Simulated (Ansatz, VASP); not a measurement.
This is a calculation of GaP for VASP 6.6.1.

Contents of POSCAR:

```
GaP
1.0
    0.0000000000      2.7252500000      2.7252500000
    2.7252500000      0.0000000000      2.7252500000
    2.7252500000      2.7252500000      0.0000000000
Ga P
1 1
Direct
    0.0000000000      0.0000000000      0.0000000000
    0.7500000000      0.7500000000      0.7500000000
```

File INCAR.step1:

```
ALGO = Normal ; EDIFF = 1E-5
ENCUT = 520 ; GGA = PE
ISIF = 2 ; ISMEAR = -1
LASPH = T ; LCHARG = F
LREAL = F ; LWAVE = T
NBANDS = 16 ; NELM = 60
PREC = Accurate ; SIGMA = 0.05
```

Contents of INCAR.step2:

```
AEXX = 0.25 ; ALGO = Normal
EDIFF = 1E-7 ; ENCUT = 520
GGA = PE ; ISIF = 2
ISMEAR = -1 ; ISTART = 1
LASPH = T ; LCHARG = F
LHFCALC = T ; LREAL = F
LWAVE = F ; NBANDS = 16
NELM = 60 ; PREC = Accurate
PRECFOCK = Fast ; SIGMA = 0.05
```

Contents of KPOINTS:

```
k-points
0
Gamma
  4 4 4
```

Contents of KPOINTS_OPT:

```
path GXWKGLUWLK,UX
8
line-mode
reciprocal
 0.0000000000  0.0000000000  0.0000000000  G
 0.5000000000  0.0000000000  0.5000000000  X

 0.5000000000  0.0000000000  0.5000000000  X
 0.5000000000  0.2500000000  0.7500000000  W

 0.5000000000  0.2500000000  0.7500000000  W
 0.3750000000  0.3750000000  0.7500000000  K

 0.3750000000  0.3750000000  0.7500000000  K
 0.0000000000  0.0000000000  0.0000000000  G

 0.0000000000  0.0000000000  0.0000000000  G
 0.5000000000  0.5000000000  0.5000000000  L

 0.5000000000  0.5000000000  0.5000000000  L
 0.6250000000  0.2500000000  0.6250000000  U

 0.6250000000  0.2500000000  0.6250000000  U
 0.5000000000  0.2500000000  0.7500000000  W

 0.5000000000  0.2500000000  0.7500000000  W
 0.5000000000  0.5000000000  0.5000000000  L

 0.5000000000  0.5000000000  0.5000000000  L
 0.3750000000  0.3750000000  0.7500000000  K

 0.6250000000  0.2500000000  0.6250000000  U
 0.5000000000  0.0000000000  0.5000000000  X
```

Potentials or basis: VASP PAW PBE potentials, release 64 (Ga_d, P).

The run is started by

```sh
$ cat potpaw_PBE.64/Ga_d/POTCAR potpaw_PBE.64/P/POTCAR > POTCAR
$ cp INCAR.step1 INCAR
$ mpirun -np 1 vasp_std > vasp.out
$ cp INCAR.step2 INCAR
$ mpirun -np 1 vasp_std > vasp.out
```

Translate it to Ansatz 0.2.0. Potentials there: Ansatz PAW.

As run (the cutoff follows the program's own potentials):

File input.yaml:

```yaml
crystal:
  lattice:
    - [0.0, 2.72525, 2.72525]
    - [2.72525, 0.0, 2.72525]
    - [2.72525, 2.72525, 0.0]
  atoms:
    - { symbol: Ga, position: [0.0, 0.0, 0.0] }
    - { symbol: P, position: [0.75, 0.75, 0.75] }
hamiltonian:
  xc: pbe0
  pseudopotentials: { kind: paw }
kpoints:
  mp_grid: { grid: [4, 4, 4] }
  band_path:
    path:
      - [[0.0, 0.0, 0.0], [0.5, 0.0, 0.5], [0.5, 0.25, 0.75], [0.375, 0.375, 0.75], [0.0, 0.0, 0.0], [0.5, 0.5, 0.5], [0.625, 0.25, 0.625], [0.5, 0.25, 0.75], [0.5, 0.5, 0.5], [0.375, 0.375, 0.75]]
      - [[0.625, 0.25, 0.625], [0.5, 0.0, 0.5]]
    npoints: 4
scf:
  occupations: { method: fermi_dirac, width: 0.05 }
  n_extra_bands: 6
output:
  forces: true
  stress: true
  eigenvalues: true
  fatbands: false
```

Potentials or basis: Ansatz PAW.

The run is started by

```bash
$ ansatz run input.yaml --threads 2 --pin off --max-ram 5632MiB --backend cpu --events-out ev --progress --plain --runs-dir out
```

Both were run:

|  | VASP | Ansatz | Ansatz less VASP |
| --- | --- | --- | --- |
| gap on the k mesh at the Fermi level (eV) | 3.04 | 2.99 | -0.047 |
| least direct gap on the mesh (eV) | 3.58 | 3.53 | -0.046 |
| pressure (GPa) | 0.6 | 0.9 | +0.27 |

Caveats: the k mesh is coarse (spacing up to 0.50 Å⁻¹), so the values aren't converged, least of all with exact exchange; an unscreened hybrid on a path of extra k points without a Coulomb cutoff has errors near the mesh points, so the bands along the path aren't reliable (VASP); the PAW data sets were made with another functional, which shifts forces and pressure a little (VASP); the PAW data sets come from PBE, with cores solved anew for the run's functional, which leaves a small shift of forces and pressure (Ansatz); the thresholds are loose for stress (Ansatz). A k mesh can miss the band edges.
